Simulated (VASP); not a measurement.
# CdS in VASP: one cell, several levels of theory

CdS built on the zincblende prototype, under -1.0 % biaxial strain in x and y, free along z is computed at one geometry. Runs: PBE, r2SCAN. The results are then set beside those of Ansatz 0.2.0 for the same cell.

Program: VASP 6.6.1. PAW datasets, plane waves. Computed at 0 K without zero-point motion; spin polarisation is off.

## (1) The system as given

The cell comes from an earlier relaxation with r2SCAN in another program, then strained, with the atoms relaxed again.

It is tetragonal, I-4m2 (No. 119); conventional cell a = 4.115 Å, c = 5.963 Å, 25.25 Å³ an atom. Near Cd stand 4 S at 2.54 Å; near S stand 4 Cd at 2.54 Å.

As a file:

```cif
data_structure
_symmetry_space_group_name_H-M 'I-4m2'
_symmetry_Int_Tables_number 119
_cell_length_a 4.1151
_cell_length_b 4.1151
_cell_length_c 5.9633
_cell_angle_alpha 90.000
_cell_angle_beta 90.000
_cell_angle_gamma 90.000
_cell_volume 100.98
loop_
_atom_site_label
_atom_site_type_symbol
_atom_site_symmetry_multiplicity
_atom_site_Wyckoff_symbol
_atom_site_fract_x
_atom_site_fract_y
_atom_site_fract_z
_atom_site_occupancy
Cd1 Cd 2 a 0.00000 0.00000 0.00000 1
S1 S 2 d 0.50000 0.00000 0.25000 1
```

## (2) Single point with PBE

The input, INCAR:

```
ENCUT = 520.000000
SIGMA = 0.020000
EDIFF = 1.00e-07
GGA = PE
PREC = Accurate
IBRION = -1
ISIF = 2
ISMEAR = -1
NBANDS = 16
NELM = 120
NSW = 0
LASPH = .TRUE.
LCHARG = .FALSE.
LWAVE = .FALSE.
LREAL = .FALSE.
```

The input, KPOINTS:

```
KPOINTS created by Atomic Simulation Environment
0
Gamma
8 8 8
0 0 0
```

The input, KPOINTS_OPT:

```
special points
6
Reciprocal
0.0000000000 0.0000000000 0.0000000000 1
-0.5000000000 -0.5000000000 0.0000000000 1
-0.3750000000 -0.3750000000 0.2500000000 1
-0.3750000000 0.0000000000 0.3750000000 1
0.0000000000 0.0000000000 0.5000000000 1
-0.5000000000 -0.2500000000 0.2500000000 1
```

The input, POSCAR:

```
Cd S
 1.0000000000000000
     0.0000000000000000    2.9098226945999999    2.9816746224999999
     2.9098226945999999    0.0000000000000000    2.9816746224999999
     2.9098226945999999    2.9098226945999999    0.0000000000000000
 Cd  S
   1   1
Cartesian
  0.0000000000000000  0.0000000000000000  0.0000000000000000
  1.4549113472999999  1.4549113472999999  1.4908373112500000
```

Potentials: the recommended PBE PAW datasets, 18 valence electrons in the neutral cell.

Run with:

```bash
> mpirun -np 1 vasp_std
```

Standard output, without the iteration lines:

```text
POSCAR found type information on POSCAR CdS
 POSCAR found :  2 types and       2 ions
 LDA part: xc-table for (Slater+PW92), standard interpolation
 POSCAR, INCAR and KPOINTS ok, starting setup
 FFT: planning ... GRIDC
 FFT: planning ... GRID_SOFT
 FFT: planning ... GRID
 WAVECAR not read
 entering main loop
 Start KPOINTS_OPT (optional k-point list driver)
k-point batch [1-6\6]
```

OSZICAR:

```text
N       E                     dE             d eps       ncg     rms          rms(c)
DAV:   1     0.109820981927E+03    0.10982E+03   -0.91333E+03  1920   0.103E+03
DAV:   2    -0.238288449059E+01   -0.11220E+03   -0.10593E+03  2304   0.255E+02
DAV:   3    -0.665590288481E+01   -0.42730E+01   -0.42651E+01  2360   0.519E+01
DAV:   4    -0.668167080766E+01   -0.25768E-01   -0.25765E-01  2392   0.395E+00
DAV:   5    -0.668201681730E+01   -0.34601E-03   -0.34601E-03  2368   0.434E-01    0.781E+00
DAV:   6    -0.615298494924E+01    0.52903E+00   -0.84713E-01  2816   0.114E+01    0.632E+00
DAV:   7    -0.613425060966E+01    0.18734E-01   -0.19383E-01  2424   0.301E+00    0.310E+00
DAV:   8    -0.613451168657E+01   -0.26108E-03   -0.17462E-02  2264   0.166E+00    0.295E-01
DAV:   9    -0.613444240711E+01    0.69279E-04   -0.20394E-03  2376   0.658E-01    0.587E-02
DAV:  10    -0.613457109569E+01   -0.12869E-03   -0.24536E-04  2352   0.156E-01    0.684E-02
DAV:  11    -0.613465540809E+01   -0.84312E-04   -0.13560E-04  2232   0.912E-02    0.237E-02
DAV:  12    -0.613464715412E+01    0.82540E-05   -0.24749E-05  2592   0.634E-02    0.100E-02
DAV:  13    -0.613464841171E+01   -0.12576E-05   -0.39887E-06  2336   0.117E-02    0.102E-02
DAV:  14    -0.613464810861E+01    0.30310E-06   -0.29520E-07  2576   0.319E-03    0.506E-03
DAV:  15    -0.613464809279E+01    0.15823E-07   -0.34903E-08  1536   0.119E-03
   1 F= -.61346481E+01 E0= -.61346481E+01  d E =-.146962E-10
       N       E                     dE             ncg
DAV:   1     0.138684669468E+04   -0.29744E+04      192
DAV:   2     0.679428069593E+03   -0.70742E+03      232
DAV:   3     0.653370194379E+03   -0.26058E+02      240
DAV:   4     0.653228341519E+03   -0.14185E+00      240
DAV:   5     0.653226530648E+03   -0.18109E-02      248
DAV:   6     0.653226496458E+03   -0.34190E-04      248
DAV:   7     0.653226495654E+03   -0.80347E-06      240
DAV:   8     0.653226495635E+03   -0.18747E-07      216
```

The lines after F= are the extra pass for the points of KPOINTS_OPT, at fixed density; their E is not a total energy.

Parts of OUTCAR:

```text
k-points           NKPTS =     59   k-points in BZ     NKDIM =     59   number of bands    NBANDS=     16

   NELECT =      18.0000    total number of electrons

   dimension x,y,z NGX =    32 NGY =   32 NGZ =   32
   dimension x,y,z NGXF=    64 NGYF=   64 NGZF=   64

  energy-cutoff  :      520.00
  volume of cell :       50.49
      direct lattice vectors                 reciprocal lattice vectors
     0.000000000  2.909822695  2.981674622    -0.171831775  0.171831775  0.167691000
     2.909822695  0.000000000  2.981674622     0.171831775 -0.171831775  0.167691000
     2.909822695  2.909822695  0.000000000     0.171831775  0.171831775 -0.167691000

 k-points in reciprocal lattice and weights: KPOINTS created by Atomic Simulation Env
   0.00000000  0.00000000  0.00000000       0.002
   0.12500000  0.00000000  0.00000000       0.016
   0.25000000  0.00000000  0.00000000       0.016
   0.37500000 -0.00000000  0.00000000       0.016
   0.50000000  0.00000000  0.00000000       0.008
   0.12500000  0.12500000  0.00000000       0.004
   0.25000000  0.12500000  0.00000000       0.016
   0.37500000  0.12500000  0.00000000       0.016
[... 51 more k-points ...]

 E-fermi :   1.5739

 k-point     1 :       0.0000    0.0000    0.0000
  band No.  band energies     occupation
      1     -11.0970      2.00000
      2      -6.5100      2.00000
      3      -6.4950      2.00000
      4      -6.4950      2.00000
      5      -6.0490      2.00000
      6      -6.0403      2.00000
      7       1.1144      2.00000
      8       1.1895      2.00000
      9       1.1895      2.00000
     10       2.2746      0.00000
     11       7.7166      0.00000
     12       7.7196      0.00000
     13       7.7196      0.00000
     14      12.3844      0.00000
     15      12.5623      0.00000
     16      12.7850      0.00000

 k-point     2 :       0.1250    0.0000    0.0000
  band No.  band energies     occupation
      1     -11.0372      2.00000
      2      -6.4848      2.00000
      3      -6.4734      2.00000
      4      -6.4460      2.00000
      5      -6.0489      2.00000
      6      -6.0421      2.00000
      7       0.1500      2.00000
      8       1.0188      2.00000
      9       1.0756      2.00000
     10       3.1127      0.00000
     11       7.4499      0.00000
     12       7.9068      0.00000
     13       7.9233      0.00000
     14      11.8826      0.00000
     15      12.1557      0.00000
     16      13.1124      0.00000

 k-point     3 :       0.2500    0.0000    0.0000
  band No.  band energies     occupation
      1     -10.8921      2.00000
      2      -6.4382      2.00000
      3      -6.4262      2.00000
      4      -6.2598      2.00000
      5      -6.0404      2.00000
      6      -6.0399      2.00000
      7      -1.2882      2.00000
      8       0.7444      2.00000
      9       0.8191      2.00000
     10       3.9105      0.00000
     11       7.4351      0.00000
     12       8.1783      0.00000
     13       8.2590      0.00000
     14      11.7215      0.00000
     15      11.8486      0.00000
     16      12.4869      0.00000

 k-point     4 :       0.3750   -0.0000    0.0000
  band No.  band energies     occupation
      1     -10.7471      2.00000
      2      -6.4037      2.00000
      3      -6.3890      2.00000
      4      -6.0247      2.00000
      5      -6.0197      2.00000
      6      -5.9189      2.00000
      7      -2.5509      2.00000
      8       0.4906      2.00000
      9       0.5822      2.00000
     10       4.1401      0.00000
     11       8.0611      0.00000
     12       8.2289      0.00000
     13       8.3153      0.00000
     14      12.0729      0.00000
     15      12.6181      0.00000
     16      12.6838      0.00000

 k-point     5 :       0.5000    0.0000    0.0000
  band No.  band energies     occupation
      1     -10.6875      2.00000
      2      -6.3933      2.00000
      3      -6.3773      2.00000
      4      -6.0137      2.00000
      5      -6.0041      2.00000
      6      -5.6804      2.00000
      7      -3.1297      2.00000
      8       0.3899      2.00000
      9       0.4884      2.00000
     10       4.1488      0.00000
     11       8.0899      0.00000
     12       8.2706      0.00000
     13       8.5948      0.00000
     14      12.1929      0.00000
     15      13.6110      0.00000
     16      13.7365      0.00000

 k-point     6 :       0.1250    0.1250    0.0000
  band No.  band energies     occupation
      1     -11.0194      2.00000
      2      -6.4656      2.00000
      3      -6.4530      2.00000
      4      -6.4530      2.00000
      5      -6.0650      2.00000
      6      -6.0292      2.00000
      7       0.1033      2.00000
      8       0.8804      2.00000
      9       0.8804      2.00000
     10       3.3828      0.00000
     11       7.0757      0.00000
     12       8.1745      0.00000
     13       8.1745      0.00000
     14      10.8377      0.00000
     15      12.8780      0.00000
     16      13.6481      0.00000

 k-point     7 :       0.2500    0.1250    0.0000
  band No.  band energies     occupation
      1     -10.9042      2.00000
      2      -6.4310      2.00000
      3      -6.4029      2.00000
      4      -6.3215      2.00000
      5      -6.0686      2.00000
      6      -6.0196      2.00000
      7      -0.9338      2.00000
      8       0.5789      2.00000
      9       0.5901      2.00000
     10       4.1935      0.00000
     11       6.8202      0.00000
     12       8.3353      0.00000
     13       8.6274      0.00000
     14      10.5232      0.00000
     15      12.6925      0.00000
     16      13.8769      0.00000

 k-point     8 :       0.3750    0.1250    0.0000
  band No.  band energies     occupation
      1     -10.7596      2.00000
      2      -6.3967      2.00000
      3      -6.3600      2.00000
      4      -6.1037      2.00000
      5      -6.0091      2.00000
      6      -5.9723      2.00000
      7      -2.1466      2.00000
      8       0.2152      2.00000
      9       0.3519      2.00000
     10       4.6641      0.00000
     11       7.2026      0.00000
     12       8.2243      0.00000
     13       8.7812      0.00000
     14      11.4194      0.00000
     15      13.1138      0.00000
     16      13.2689      0.00000

[... the tables of k-points 9 to 59 left out ...]

  Total        0.6932890      0.6932890      0.5509415      0.0000000      0.0000000      0.0000000
  in kB       21.9989304     21.9989304     17.4820660      0.0000000      0.0000000      0.0000000
  external PRESSURE =      20.4933089 kB  Pullay stress =       0.0000000 kB

 POSITION                                       TOTAL-FORCE (eV/Angst)
 -----------------------------------------------------------------------------------
      0.00000      0.00000      0.00000        -0.000000     -0.000000      0.000000
      1.45491      1.45491      1.49084         0.000000      0.000000     -0.000000
 -----------------------------------------------------------------------------------
    total drift:                               -0.000000     -0.000000     -0.000000

  FREE ENERGIE OF THE ION-ELECTRON SYSTEM (eV)
  ---------------------------------------------------
  free  energy   TOTEN  =        -6.1346480928 eV

  energy  without entropy=       -6.1346480928  energy(sigma->0) =       -6.13464809
```

Hardware: 1 MPI rank of Intel Xeon Platinum 8488C, shared host.

The levels at the points of KPOINTS_OPT are read from vasprun.xml.

Near the gap, in eV above the top of the last filled band v; c is the band after it:

```csv
point,v−1,v,c,c+1
Γ,0.00,0.00,1.09,6.53
X,-1.78,-1.78,3.62,4.44
U,-2.49,-1.44,4.31,5.46
K,-2.48,-1.53,4.17,5.36
L,-0.80,-0.70,2.96,6.90
W,-2.22,-2.14,5.36,5.45
```

PBE gives a direct gap of 1.09 eV at Γ. The pressure is 2.05 GPa; the forces vanish within 0.01 eV/Å.

(Part 1 of 2 ends here.)
